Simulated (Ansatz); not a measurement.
**ZnO: strain energy, fitted**

ZnO, P6_3mc, a = 3.279 Å, c = 5.293 Å. Ansatz: PBE, PAW, 420 eV, Γ-centred 12×12×6 mesh on 4 atoms, Gaussian smearing 0.02 eV; no spin polarisation. Series: biaxial strain in the a-b plane, c and atoms relaxed; x is the strain in per cent. y is the free energy over the unstrained cell, V0 = 12.325 Å³/atom.

| x (%) | y (meV/atom) |
| --- | --- |
| -6.0 | ? |
| -4.0 | 26.85 |
| -2.0 | 6.62 |
| 0.0 | 0.00 |
| 2.0 | 6.28 |
| 4.0 | 24.08 |
| 6.0 | 51.29 |

Question: Fit y = c2 x² + c3 x³ to the other rows, turn c2 into a modulus, and predict the missing energy.

Answer: Least squares on the rows shown. y = 1.5827 x² − 0.025613 x³. In eV per unit strain² c2 is 15.83; M is the biaxial modulus (E = M V0 ε²): 15.83 × 160.2 / (12.325) = 206 GPa. At x = -6.0 the fit asked for gives 62.51 meV/atom. The run gave 61.21 meV/atom, so the fit is 1.30 meV/atom too high, 2.1 % of the span of the series, against an rms of 0.21 meV/atom on the fitted rows. The row lies outside the fitted range. With a term in x⁴ added, a fit to the same known rows predicts 60.64 meV/atom, a smaller miss on the other side.